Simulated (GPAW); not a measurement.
Here is a GPAW 26.7.0 calculation.

File run.py:

```python
from ase import Atoms
from ase.dft.bandgap import bandgap
from ase.io import write
from ase.units import GPa
from gpaw import GPAW, PW

atoms = Atoms(['Co', 'O'],
              cell=[[-1.508, 1.508, 2.1072475377],
                    [1.508, -1.508, 2.1072475377],
                    [1.508, 1.508, -2.1072475377]],
              scaled_positions=[[0.0, 0.0, 0.0],
                                [0.5, 0.5, 0.0]],
              pbc=True)
atoms.set_initial_magnetic_moments([3.5, 0.0])

calc = GPAW(mode=PW(800),
            xc='PBE',
            kpts={'size': (12, 12, 12), 'gamma': True},
            occupations={'name': 'fermi-dirac', 'width': 0.05},
            nbands=17,
            convergence={'density': 1e-05, 'energy': 1e-05},
            maxiter=150,
            txt='gpaw.txt')
atoms.calc = calc
energy = atoms.get_potential_energy()
forces = atoms.get_forces()
stress = atoms.get_stress()
calc.write('gs.gpw')
write('result.traj', atoms)
print(f'Energy: {energy:.6f} eV')
print('Forces (eV/A):')
print(forces.round(4))
print('Stress (GPa):', (stress / GPa).round(3))
print('Moments:', calc.get_magnetic_moments().round(3))
print('Fermi level:', round(calc.get_fermi_level(), 4), 'eV')
print(f'Gap: {bandgap(calc)[0]:.4f} eV, direct: {bandgap(calc, direct=True)[0]:.4f} eV')
```

Potentials or basis: GPAW PAW data sets (gpaw-data 1.2.1), pw.

The run is started by

```console
$ OMP_NUM_THREADS=1 python run.py
```

(1) Estimate the site moments.

(2) What does it give for the net moment?

(3) Estimate the pressure.

(4) What does it give for the band gap on the k mesh?

## Answers

(1) Co +2.52; O +0.23 μB.

(2) 2.92 μB per cell.

(3) 0.6 GPa.

(4) none (metal or under the smearing width).

Caveat: a cell with one magnetic atom can't hold antiferromagnetic order, which such compounds often take; semilocal functionals often make such compounds metallic where correlation or magnetic order opens a gap, which also shifts bond lengths.
